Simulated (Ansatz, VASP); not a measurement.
**SnH (Sn wire along [110], 8 atoms a period, H-terminated) in two plane-wave programs**

One calculation is typed for both programs; each brings its own data sets. How far apart do they land? The structure shown is the start of the Ansatz relaxation below; VASP solves that cell, so the two are compared at the walk's first step.

Main program and level: Ansatz 0.2.0; plane waves, with VASP 6.6.1 beside it; single point at PBE.

### Step 1. The starting structure

The cell holds 16 atoms: 8 H and 8 Sn. Cell: a = 17.133 Å, b = 14.360 Å, c = 4.702 Å, α = 90.0°, β = 90.0°, γ = 90.0°. Vacuum lies along a and b. The structure's axis is c.

### Step 2. Ansatz: relaxation, PBE

Ansatz runs on its default PAW (the set named soft_2) files.

The two programs are compared at the cell with which this relaxation starts, whose forces are those of its first step.

Contents of input.yaml:

```yaml
crystal:
  lattice:
    - [17.133, 0.0, 0.0]
    - [0.0, 14.36, 0.0]
    - [0.0, 0.0, 4.7022600949]
  atoms:
    - { symbol: H, position: [0.198447441, 0.599503348, 0.0] }
    - { symbol: Sn, position: [0.257419189, 0.499999935, 0.0] }
    - { symbol: Sn, position: [0.548524075, 0.663727654, 0.0] }
    - { symbol: H, position: [0.607495823, 0.763231067, 0.0] }
    - { symbol: Sn, position: [0.645559036, 0.499999935, 0.0] }
    - { symbol: Sn, position: [0.354454151, 0.499999935, 0.5] }
    - { symbol: H, position: [0.392517364, 0.236768802, 0.5] }
    - { symbol: H, position: [0.392517364, 0.763231067, 0.5] }
    - { symbol: Sn, position: [0.451489113, 0.336272216, 0.5] }
    - { symbol: Sn, position: [0.451489113, 0.663727654, 0.5] }
    - { symbol: Sn, position: [0.742593998, 0.499999935, 0.5] }
    - { symbol: H, position: [0.801565747, 0.400496521, 0.5] }
    - { symbol: H, position: [0.801565747, 0.599503348, 0.5] }
    - { symbol: H, position: [0.198447441, 0.400496521, 0.0] }
    - { symbol: Sn, position: [0.548524075, 0.336272216, 0.0] }
    - { symbol: H, position: [0.607495823, 0.236768802, 0.0] }
kpoints:
  mp_grid: { grid: [1, 1, 18] }
scf:
  occupations: { method: fermi_dirac, width: 0.05 }
hamiltonian:
  xc: pbe
relax:
  cell: { fix: [a, b, alpha, beta, gamma] }
  max_steps: 45
  f_tol: 0.03
```

Command:

```bash
> ansatz run input.yaml --threads 4 --pin off --max-ram 16384MiB --backend cpu --events-out ev --progress --plain --runs-dir out
```

Numbers of over 12 decimals in the logs are rounded to 6 here.

The log of the run:

```text
Engine: ansatz 0.2.0, aarch64-unknown-linux-gnu
Pseudopotentials: kind: paw
Pseudopotential: H, paw, valence charge 1, recommended cutoff 420 eV (normal), H.paw.azcp
Pseudopotential: Sn, paw, valence charge 14, recommended cutoff 420 eV (normal), Sn.paw.azcp
Functional definition: PBE
  parameter kappa = 0.804
  parameter beta = 0.066725
  exchange = pbe_x(kappa = kappa, mu = beta*pi^2/3)
  correlation = pbe_c(beta = beta)
Crystal: 16 atoms, lattice volume = 1156.896 Å³
Basis set: ecut = 420 eV, 22589 PW (Γ), exchange–correlation on 240×192×64 points (8 copies of the dense FFT grid, shifted against one another)
Bands: 76, of which v1, the nominal top of the filled ones, is band 60 counted from 1 (59 counted from 0)
Symmetry: 8 space group operations
Space group: Pmma (ITA 51), of the structure as read, at distance tolerance 1.0e-4 Å
k-points: 10 of 18
Non-local potential: H, projectors of the file, l = 0: 2, l = 1: 1
Non-local potential: Sn, projectors of the file, l = 0: 2, l = 1: 2, l = 2: 2, l = 3: 2
PAW form: soft (Blöchl's): semilocal exchange-correlation on the pseudo side does not see the compensation charge
PAW one-centre angular grid: H, 110 points (default); XC on 64 Gauss nodes
PAW one-centre angular grid: Sn, 590 points (default); XC on 64 Gauss nodes
Initial density: superposition of atomic densities (neutral atoms: chi_scale 0, normalization atom), corrected by the library's trained network
Initial wavefunctions: pseudopotential atomic-orbital guess
Functional: x = pbe(κ = 0.804, μ = 0.219515), c = pbe(β = 0.066725)
SCF iter   1: F=—  HF=-48317.171555 eV  |F-HF|=—  |Δ(HF+E_count)|=         —  Δρ=1.07e-3  dr2=2.52e-2  ethr=1.77e-3  ⟨swp⟩=9.0  Hψ=3707  notcnv=0  defer=16
preconditioner: auto → Resta (q_TF=auto, 1.870 Å⁻¹)  ε∞=1.8  [insulator: Δε(μ)=1.142 eV  Ē_g=7.628 eV  σ=0.050 eV  W_gap=1.00  n_scr=128 (ndim 8)  ℏωp=6.9 eV  f_vac=0.652  D(μ)=0.00/eV (n_scr^D=0)  ε∞_Penn≈1.8  vacuum switching on, ρ_ref=4.2e-3 e/Å³]
SCF iter   2: F=—  HF=-48317.172888 eV  |F-HF|=—  |Δ(HF+E_count)|=   1.33e-3  Δρ=4.36e-4  dr2=3.62e-3  ethr=2.10e-5  ⟨swp⟩=2.9  Hψ=1656  notcnv=0  defer=86
SCF iter   3: F=—  HF=-48317.175100 eV  |F-HF|=—  |Δ(HF+E_count)|=   2.21e-3  Δρ=1.60e-4  dr2=8.15e-4  ethr=3.02e-6  ⟨swp⟩=2.0  Hψ=874  notcnv=0  defer=86
SCF iter   4: F=—  HF=-48317.175536 eV  |F-HF|=—  |Δ(HF+E_count)|=   4.36e-4  Δρ=6.22e-5  dr2=1.29e-4  ethr=6.79e-7  ⟨swp⟩=2.0  Hψ=874  notcnv=0  defer=86
SCF iter   5: F=—  HF=-48317.175592 eV  |F-HF|=—  |Δ(HF+E_count)|=   5.63e-5  Δρ=2.13e-5  dr2=1.36e-5  ethr=1.07e-7  ⟨swp⟩=2.0  Hψ=874  notcnv=0  defer=86
SCF iter   6: F=—  HF=-48317.175675 eV  |F-HF|=—  |Δ(HF+E_count)|=   8.27e-5  Δρ=9.13e-6  dr2=2.66e-6  ethr=1.13e-8  ⟨swp⟩=2.2  Hψ=1012  notcnv=0  defer=86
SCF iter   7: F=—  HF=-48317.175678 eV  |F-HF|=—  |Δ(HF+E_count)|=   2.97e-6  Δρ=3.41e-6  dr2=2.64e-7  ethr=2.22e-9  ⟨swp⟩=3.0  Hψ=1447  notcnv=0  defer=86
SCF iter   8: F=-48317.175678 eV  HF=-48317.175678 eV  |F-HF|=5.55e-8  |Δ(HF+E_count)|=   5.39e-7  Δρ=1.14e-6  dr2=2.30e-8  ethr=8.33e-11  ⟨swp⟩=5.0  Hψ=2325  notcnv=0
SCF 1 converged in 8 iterations: F = -48317.175678 eV  dr2 = 2.30e-8
  greatest PAW one-centre occupation: 0.990 electrons in one spin orbital (limit 2), on the Sn atom at site 10 (counted from 0), in its partial waves of l = 2
relax step   1: F+E_penalty+E_count = -48317.17567810 eV  Δ(F+E_penalty+E_count) = +0.000e0 eV  max|allowed force component| = 2.021e-1 eV/Å  Δτ_max = 0.0000 Å  P = -0.382 GPa  Ω = 1156.896 Å³  fix = [a, b, alpha, beta, gamma]  reactions: a -0.393, b -0.504 GPa  (8 SCF iters, dr2 threshold 1.00e-7 eV, accepted)
[...]
relax step   3: F+E_penalty+E_count = -48317.24759576 eV  Δ(F+E_penalty+E_count) = -7.192e-2 eV  max|allowed force component| = 4.105e-2 eV/Å  Δτ_max = 0.0776 Å  P = -0.043 GPa  Ω = 1157.954 Å³  energy of the carried Pulay correction = -1.239e-4 eV  fix = [a, b, alpha, beta, gamma]  reactions: a -0.053, b -0.037 GPa  (11 SCF iters, accepted)
[...]
relax step   4: F+E_penalty+E_count = -48317.24898438 eV  Δ(F+E_penalty+E_count) = -1.389e-3 eV  max|allowed force component| = 1.948e-2 eV/Å  Δτ_max = 0.0107 Å  P = -0.007 GPa  Ω = 1157.039 Å³  energy of the carried Pulay correction = -1.666e-5 eV  fix = [a, b, alpha, beta, gamma]  reactions: a -0.007, b -0.005 GPa  (6 SCF iters, dr2 threshold 1.05e-7 eV, accepted)
[...]
relax step   5: F+E_penalty+E_count = -48317.24900280 eV  Δ(F+E_penalty+E_count) = -1.842e-5 eV  max|allowed force component| = 1.948e-2 eV/Å  Δτ_max = 0.0000 Å  P = -0.006 GPa  Ω = 1157.039 Å³  fix = [a, b, alpha, beta, gamma]  reactions: a -0.006, b -0.005 GPa  stress off target by 6.72e-3 GPa on what of the cell is left free  SCF on the basis re-selected at this cell (its energy is not comparable with the rows above)  (4 SCF iters)
basis re-selected at this cell: Δ(F+E_penalty+E_count) = -1.842e-5 eV, ΔP = +0.000 GPa vs the last step (what re-selecting the basis moved, of the pressure what is left beyond the Pulay correction that the steps carried, after the strain that the cell walked since its last selection, with what the two solves' SCF thresholds leave and, on support functions, any second-order correction that the steps lacked; it is no m [...]
SCF converged after 4 iterations
Free energy (F): -48317.249003 eV
Harris-Foulkes:  -48317.249002 eV  (|F-HF|=6.04e-7)
Internal energy: -48317.249003 eV  (E = F + TS)
E sigma→0 (E₀):  -48317.249003 eV
Entropy (-TS):   -0.000000 eV (-0.000 meV/atom)
Fermi energy:    -1.307307 eV
--- Per-component energies (eV) ---
  E_band       = -2064.055086
  E_kinetic    = 1596.958650
  E_local      = -40294.382086  (includes V_loc(G=0)·N_el)
  E_nonlocal   = -242.205735
  E_hartree    = 20301.806189
  E_xc         = -3118.713019
  E_vxc        = -844.937830  (∫ρ·V_xc dr)
  E_paw        = -33116.550295  (= ΣΔE_a)
  E_vpaw       = -2883.091064  (= ΣTr[D̂ρ^β])
  E_aug_tail   = -0.009035  (compensation charges beyond the density's cutoff)
  E_ewald      = 6555.846328
  E_smearing   = -0.000000  (= −TS)
  E_closure    = -0.000000  (closes the sum)
  Σ components = -48317.249003   (vs F -48317.249003, Δ=0.00e0)
--- Forces (eV/Å), atoms counted from 1 ---
  atom   1  H      0.00018221     0.00474497    -0.00000000
  atom   2  Sn    -0.00153322     0.00000000     0.00000000
  atom   3  Sn     0.01948368    -0.01171584    -0.00000000
  atom   4  H     -0.00422372     0.00163050     0.00000000
  atom   5  Sn    -0.01693919     0.00000000     0.00000000
  atom   6  Sn     0.01693919    -0.00000000    -0.00000000
  atom   7  H      0.00422372    -0.00163050    -0.00000000
  atom   8  H      0.00422372     0.00163050    -0.00000000
  atom   9  Sn    -0.01948368     0.01171584     0.00000000
  atom  10  Sn    -0.01948368    -0.01171584     0.00000000
  atom  11  Sn     0.00153322    -0.00000000    -0.00000000
  atom  12  H     -0.00018221    -0.00474497     0.00000000
  atom  13  H     -0.00018221     0.00474497     0.00000000
  atom  14  H      0.00018221    -0.00474497    -0.00000000
  atom  15  Sn     0.01948368     0.01171584    -0.00000000
  atom  16  H     -0.00422372    -0.00163050     0.00000000
  max |Σ_I F_I| component: 3.47e-18 eV/Å
--- Stress (GPa, compression-positive) ---
       -0.006413       0.000000       0.000000
        0.000000      -0.005350      -0.000000
        0.000000      -0.000000      -0.006721
  P = ⅓ Tr σ = -0.0062 GPa (-0.062 kbar)
--- Relaxed structure (4 steps of the walk, 3 accepted, 1 SCFs on fresh bases) ---
  F+E_penalty+E_count = -48317.24900280 eV   max|allowed force component| = 1.948e-2 eV/Å   (the final SCF, on the basis selected at the relaxed cell)
  cell:  # Å, volume = 1157.0386 Å³
    - [17.133, 0, 0]
    - [0, 14.36, 0]
    - [0, 0, 4.702838]
  atoms:
    - { symbol: H, position: [0.200923, 0.596639, 0] }
    - { symbol: Sn, position: [0.261570, 0.5, 0] }
    - { symbol: Sn, position: [0.546706, 0.659239, 0] }
    - { symbol: H, position: [0.605547, 0.758073, 0] }
    - { symbol: Sn, position: [0.645178, 0.5, 0] }
    - { symbol: Sn, position: [0.354822, 0.5, 0.500000] }
    - { symbol: H, position: [0.394453, 0.241927, 0.500000] }
    - { symbol: H, position: [0.394453, 0.758073, 0.500000] }
    - { symbol: Sn, position: [0.453294, 0.340761, 0.500000] }
    - { symbol: Sn, position: [0.453294, 0.659239, 0.500000] }
    - { symbol: Sn, position: [0.738430, 0.5, 0.500000] }
    - { symbol: H, position: [0.799077, 0.403361, 0.500000] }
    - { symbol: H, position: [0.799077, 0.596639, 0.500000] }
    - { symbol: H, position: [0.200923, 0.403361, 0] }
    - { symbol: Sn, position: [0.546706, 0.340761, 0] }
    - { symbol: H, position: [0.605547, 0.241927, 0] }
```

(Part 1 of 2 ends here.)

[Lines on the potential files, build, host, timing and source positions are cut from VASP's logs without a mark.]

[Logs are printed without paths, hosts, clocks, repeated set-up lines and the standing remarks that a program may print on its own settings, such as how far it seeks lower states.]

[Hosts, paths, dates, database ids (printed as entryN), source tags and the programs' standing remarks are cut or masked in the printed files.]
